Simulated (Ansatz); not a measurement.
**Strain and the gap of SnO₂ (P4_2/mnm)**

A 6-atom cell of SnO₂ started from a crystallographic database, relaxed with r2SCAN in the PAW code Ansatz. Space group P4_2/mnm (No. 136), tetragonal; conventional cell a = 4.760 Å, c = 3.200 Å, 12.09 Å³ an atom. Sn is surrounded by 6 O at 2.06–2.07 Å; O is surrounded by 3 Sn at 2.06–2.07 Å.

The axes x, y and z are those of this cell:
```xyz
6
Lattice="4.7605 0.0000 0.0000 0.0000 4.7605 0.0000 0.0000 0.0000 3.2002" Properties=species:S:1:pos:R:3 pbc="T T T"
Sn    0.0000    0.0000    0.0000
Sn    2.3802    2.3802    1.6001
O     1.4561    1.4561    0.0000
O     0.9241    3.8364    1.6001
O     3.3044    3.3044    0.0000
O     3.8364    0.9241    1.6001
```

Unstrained: PBE gives a direct gap of 1.099 eV at Γ. With r2SCAN the gap is 1.768 eV and direct, at Γ. The HSE06 gap is direct at Γ: 2.841 eV. Meshes: PBE 6×6×8, r2SCAN 6×6×8, HSE06 4×4×4. Strains are changes of length per length, and xy shears are angles. After each strain the atoms were relaxed again with r2SCAN within the symmetry that the strain leaves, so tilts or polar shifts that break it weren't tested; points keep the names that they have in the unstrained zone. No spin polarisation and no zero-point or thermal motion.

Changes of the least gap in eV (an overlap counts as a negative gap):

| strain | volume change (%) | space group | PBE | r2SCAN | HSE06 | energy rise, r2SCAN (meV/atom) |
| --- | --- | --- | --- | --- | --- | --- |
| uniaxial +1.63 % along y | +1.6 | Pnnm | -0.146 | -0.157 | -0.165 | 2.5 |
| isotropic -5.69 % on every length | -16.1 | P4_2/mnm | +2.173 | +2.259 | +2.344 | 289.6 |
| xy shear, engineering strain (angle) +4.69 % | -0.1 | Cmmm | +0.002 | +0.001 | +0.002 | 17.0 |

Uniaxial +1.63 % along y, other directions held. HSE06: the gap goes from 2.841 to 2.676 eV (-0.165 eV). Stress change with r2SCAN, compression positive: xx -2.64, yy -4.01, zz -2.35 GPa.

Isotropic -5.69 % on every length. HSE06: the gap goes from 2.841 to 5.185 eV (+2.344 eV). Stress change with r2SCAN, compression positive: xx +52.63, yy +52.63, zz +63.30 GPa. For HSE06, dE_g/d ln V = -13.3 eV over this step.

Xy shear, engineering strain (angle) +4.69 %. HSE06: the gap goes from 2.841 to 2.843 eV (+0.002 eV). Stress change with r2SCAN, compression positive: xx +0.62, yy +0.62, zz +0.53, xy -9.62 GPa.

No spin-orbit coupling is included; it can move band edges with weight on the heavy atoms by tenths of an eV.

The meshes of the hybrids are coarse, so their gaps aren't converged to the digits shown.
